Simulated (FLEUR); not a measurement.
The system is SnO2.

```
Sn O
1.0
     1.61709    0.93363    4.80059
    -1.61709    0.93363    4.80059
     0.00000   -1.86726    4.80059
Sn O
1 2
Direct
  0.50000 0.50000 0.50000
  0.76283 0.76283 0.76283
  0.23717 0.23717 0.23717
```

Measurements of this composition are mostly on another form, of space group No. 136.

Base run:

```yaml
Program: FLEUR MaX-R8.1 (later development tree)
Functional: r2SCAN
Potentials_or_basis: all-electron
Basis: FLAPW
Kmax: 4.62 1/bohr
k_mesh: 10 × 10 × 10
Occupations: fermi-dirac, width 0.05 eV
Spin: no spin polarisation
```

Its results: band gap on the k mesh 2.44 eV, indirect (least direct gap 2.56 eV).

**Question.** The run is repeated on the same cell with these changes: functional from r2SCAN to LDA. What comes out?

**Answer.** Band gap on the k mesh 1.77 eV, indirect (least direct gap 1.90 eV).

r2SCAN gives the wider gap, since meta-GGAs in the generalised Kohn-Sham scheme recover part of the derivative discontinuity.

Caveats: spin-orbit coupling is left out, which moves the levels of the heavy elements; the meta-GGA is that of a development version, with a GGA for the radial functions and cores and without core tails (some runs).
